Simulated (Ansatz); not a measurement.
Set up this calculation in Ansatz 0.2.0, as the native input.

| Property | Result |
| --- | --- |
| Task | relaxation of cell and atoms |
| Functional | HSE06 |
| Potentials or basis | Ansatz PAW |
| Cutoff | 420 eV (not typed: the program's choice for these potentials) |
| k mesh | 5 × 5 × 3 |
| Occupations | fermi-dirac, width 0.05 eV |
| Spin | no spin polarisation |

ZnO (zincite):

```
Zn O
1.0
     3.24931    0.00000    0.00000
    -1.62465    2.81398    0.00000
     0.00000    0.00000    5.20571
Zn O
2 2
Direct
  0.66667 0.33333 0.00000
  0.33333 0.66667 0.50000
  0.33333 0.66667 0.87901
  0.66667 0.33333 0.37901
```

One way to write it, as run:

input.yaml

```yaml
crystal:
  lattice:
    - [3.249308, 0.0, 0.0]
    - [-1.624654, 2.8139832727, 0.0]
    - [0.0, 0.0, 5.205709]
  atoms:
    - { symbol: Zn, position: [0.6666666667, 0.3333333333, 0.0] }
    - { symbol: Zn, position: [0.3333333333, 0.6666666667, 0.5] }
    - { symbol: O, position: [0.3333333333, 0.6666666667, 0.87901] }
    - { symbol: O, position: [0.6666666667, 0.3333333333, 0.37901] }
hamiltonian:
  xc: hse06
  pseudopotentials: { kind: paw }
kpoints:
  mp_grid: { grid: [5, 5, 3] }
scf:
  occupations: { method: fermi_dirac, width: 0.05 }
output:
  forces: true
  stress: true
relax:
  f_tol: 0.01
  max_steps: 40
  cell: { stress_tol: 0.05 }
```

Potentials or basis: Ansatz PAW.

Run with:

```console
$ ansatz run input.yaml --threads 2 --pin off --max-ram 5632MiB --backend cpu --events-out ev --progress --plain --runs-dir out
```

Results of the run:

```yaml
Relaxed_volume: 11.94 Å³/atom
Relaxed_cell: a = 3.251 Å, b = 3.251 Å, c = 5.219 Å, α = 90.00°, β = 90.00°, γ = 120.00°
Space_group_after_relaxing_to_0.05_Å: P6_3mc (No. 186)
Energy_gained_by_relaxing: 0.2 meV/atom
Ionic_steps: 5
Pressure_after_relaxing: 0.0 GPa
Band_gap_on_the_k_mesh: 2.52 eV, direct
```

Caveat: the k mesh is coarse (spacing up to 0.45 Å⁻¹), so the values aren't converged, least of all with exact exchange; odd divisions of the mesh miss points on the zone boundary, where band edges often lie, so the gap on the mesh can be too wide; the plane-wave basis is chosen anew once the cell has moved, so the energies of steps on either side of that aren't comparable; the pressure holds a Pulay correction of +0.6 GPa for the finite cutoff; the PAW data sets come from PBE, with cores solved anew for the run's functional, which leaves a small shift of forces and pressure.

Wall time 62 s on 2 threads of Arm Neoverse V1, on a shared host, peak memory 0.79 GiB.
